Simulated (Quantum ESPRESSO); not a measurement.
Set up this calculation in Quantum ESPRESSO 7.5, as the native input.

- Task: band structure
- Functional: PBEsol
- Potentials or basis: PseudoDojo 0.4.1 SR PBEsol standard
- Cutoff: 1143 eV
- Density cutoff: 4572 eV
- k mesh: 11 × 11 × 11
- Occupations: fermi-dirac, width 0.05 eV
- Spin: no spin polarisation
- Mixing beta: 0.5
- Most SCF iterations: 120
- SCF threshold: 4e-10 Ry

Crystal: LiF (Griceite).

```xyz
2
Lattice="0.0000 2.0140 2.0140 2.0140 0.0000 2.0140 2.0140 2.0140 0.0000" Properties=species:S:1:pos:R:3 pbc="T T T"
F     2.0140    2.0140    2.0140
Li    0.0000    0.0000    0.0000
```

The input as run:

pw.in

```
&CONTROL
  calculation = 'scf'
  prefix = 'pwscf'
  outdir = './tmp'
  pseudo_dir = './pseudo'
  tprnfor = .true.
  tstress = .true.
  disk_io = 'low'
/
&SYSTEM
  ibrav = 0
  nat = 2
  ntyp = 2
  ecutwfc = 84
  nbnd = 10
  occupations = 'smearing'
  smearing = 'fd'
  degauss = 0.00367493
/
&ELECTRONS
  conv_thr = 4d-10
  electron_maxstep = 120
  mixing_beta = 0.5
/
ATOMIC_SPECIES
F     18.9984 F.upf
Li     6.9400 Li.upf
CELL_PARAMETERS angstrom
   0.0000000000    2.0140000000    2.0140000000
   2.0140000000    0.0000000000    2.0140000000
   2.0140000000    2.0140000000    0.0000000000
ATOMIC_POSITIONS crystal
F      0.5000000000    0.5000000000    0.5000000000
Li     0.0000000000    0.0000000000    0.0000000000
K_POINTS automatic
11 11 11 0 0 0
```

bands.in

```
&CONTROL
  calculation = 'bands'
  prefix = 'pwscf'
  outdir = './tmp'
  pseudo_dir = './pseudo'
  disk_io = 'low'
  verbosity = 'high'
/
&SYSTEM
  ibrav = 0
  nat = 2
  ntyp = 2
  ecutwfc = 84
  nbnd = 10
  occupations = 'smearing'
  smearing = 'fd'
  degauss = 0.00367493
/
&ELECTRONS
  conv_thr = 1d-08
  electron_maxstep = 120
  mixing_beta = 0.5
  diago_full_acc = .true.
  startingwfc = 'random'
/
ATOMIC_SPECIES
F     18.9984 F.upf
Li     6.9400 Li.upf
CELL_PARAMETERS angstrom
   0.0000000000    2.0140000000    2.0140000000
   2.0140000000    0.0000000000    2.0140000000
   2.0140000000    2.0140000000    0.0000000000
ATOMIC_POSITIONS crystal
F      0.5000000000    0.5000000000    0.5000000000
Li     0.0000000000    0.0000000000    0.0000000000
K_POINTS crystal
60
 0.0000000000  0.0000000000  0.0000000000 1
 0.0625000000  0.0000000000  0.0625000000 1
 0.1250000000  0.0000000000  0.1250000000 1
 0.1875000000  0.0000000000  0.1875000000 1
 0.2500000000  0.0000000000  0.2500000000 1
 0.3125000000  0.0000000000  0.3125000000 1
 0.3750000000  0.0000000000  0.3750000000 1
 0.4375000000  0.0000000000  0.4375000000 1
 0.5000000000  0.0000000000  0.5000000000 1
 0.5000000000  0.0625000000  0.5625000000 1
 0.5000000000  0.1250000000  0.6250000000 1
 0.5000000000  0.1875000000  0.6875000000 1
 0.5000000000  0.2500000000  0.7500000000 1
 0.4375000000  0.3125000000  0.7500000000 1
 0.3750000000  0.3750000000  0.7500000000 1
 0.3375000000  0.3375000000  0.6750000000 1
 0.3000000000  0.3000000000  0.6000000000 1
 0.2625000000  0.2625000000  0.5250000000 1
 0.2250000000  0.2250000000  0.4500000000 1
 0.1875000000  0.1875000000  0.3750000000 1
 0.1500000000  0.1500000000  0.3000000000 1
 0.1125000000  0.1125000000  0.2250000000 1
 0.0750000000  0.0750000000  0.1500000000 1
 0.0375000000  0.0375000000  0.0750000000 1
 0.0000000000  0.0000000000  0.0000000000 1
 0.0625000000  0.0625000000  0.0625000000 1
 0.1250000000  0.1250000000  0.1250000000 1
 0.1875000000  0.1875000000  0.1875000000 1
 0.2500000000  0.2500000000  0.2500000000 1
 0.3125000000  0.3125000000  0.3125000000 1
 0.3750000000  0.3750000000  0.3750000000 1
 0.4375000000  0.4375000000  0.4375000000 1
 0.5000000000  0.5000000000  0.5000000000 1
 0.5250000000  0.4500000000  0.5250000000 1
 0.5500000000  0.4000000000  0.5500000000 1
 0.5750000000  0.3500000000  0.5750000000 1
 0.6000000000  0.3000000000  0.6000000000 1
 0.6250000000  0.2500000000  0.6250000000 1
 0.5833333333  0.2500000000  0.6666666667 1
 0.5416666667  0.2500000000  0.7083333333 1
 0.5000000000  0.2500000000  0.7500000000 1
 0.5000000000  0.2857142857  0.7142857143 1
 0.5000000000  0.3214285714  0.6785714286 1
 0.5000000000  0.3571428571  0.6428571429 1
 0.5000000000  0.3928571429  0.6071428571 1
 0.5000000000  0.4285714286  0.5714285714 1
 0.5000000000  0.4642857143  0.5357142857 1
 0.5000000000  0.5000000000  0.5000000000 1
 0.4821428571  0.4821428571  0.5357142857 1
 0.4642857143  0.4642857143  0.5714285714 1
 0.4464285714  0.4464285714  0.6071428571 1
 0.4285714286  0.4285714286  0.6428571429 1
 0.4107142857  0.4107142857  0.6785714286 1
 0.3928571429  0.3928571429  0.7142857143 1
 0.3750000000  0.3750000000  0.7500000000 1
 0.6250000000  0.2500000000  0.6250000000 1
 0.5937500000  0.1875000000  0.5937500000 1
 0.5625000000  0.1250000000  0.5625000000 1
 0.5312500000  0.0625000000  0.5312500000 1
 0.5000000000  0.0000000000  0.5000000000 1
```

Potentials or basis: PseudoDojo 0.4.1 SR PBEsol standard.

The run is started by

```sh
$ OMP_NUM_THREADS=1 pw.x -in pw.in > pw.out
$ OMP_NUM_THREADS=1 pw.x -in bands.in > bands.out
```

It gave:

| Property | Result |
| --- | --- |
| Pressure | -1.4 GPa |
| Band gap on the k mesh | 8.94 eV, direct |
| Band gap along the path | 8.94 eV, direct |

Wall time 10 s on 1 thread of Arm Neoverse V2 (shared host), peak memory 0.09 GiB.
